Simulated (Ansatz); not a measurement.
# What a change of settings does to a run on Li

The cell is COD entry 9008473, as deposited and not checked against the literature; nothing was relaxed.

First run: DFT, LDA, PAW with Ansatz's default frozen-core files, scalar-relativistic (Ansatz 0.2.0).

Command: `ansatz run input.yaml --threads 1 --pin off --max-ram 2048MiB --backend cpu --events-out ev --progress --plain --runs-dir out` The run took 1.6 s on 1 thread of Arm Neoverse V2 (shared host), peak memory 0.28 GiB.

```yaml
crystal:
  lattice:
    - [0.0, 2.202, 2.202]
    - [2.202, 0.0, 2.202]
    - [2.202, 2.202, 0.0]
  atoms:
    - { symbol: Li, position: [0.0, 0.0, 0.0] }
kpoints:
  mp_grid: { grid: [16, 16, 16] }
  band_path:
    path:
      - [0.0, 0.0, 0.0]
      - [0.5, 0.0, 0.5]
      - [0.625, 0.25, 0.625]
      - [0.375, 0.375, 0.75]
      - [0.0, 0.0, 0.0]
      - [0.5, 0.5, 0.5]
      - [0.5, 0.25, 0.75]
      - [0.5, 0.0, 0.5]
    npoints: 5
scf:
  occupations: { method: fermi_dirac, width: 0.05 }
hamiltonian:
  xc: lda
  pseudopotentials: { kind: paw }
output:
  forces: true
  stress: true
  eigenvalues: true
  efg: { contact_densities: true }
```

Result: converged; pressure -1.47 GPa; 6 SCF iterations.

The input is then changed:

```diff
@@ -20,5 +20,5 @@
     npoints: 5
 scf:
-  occupations: { method: fermi_dirac, width: 0.05 }
+  occupations: { method: tetrahedron_uncorrected }
 hamiltonian:
   xc: lda
```

Q: What does the second run give?

A: It converged; energy at zero smearing +21.2 meV/atom from the first run; pressure -1.43 GPa; 6 SCF iterations.
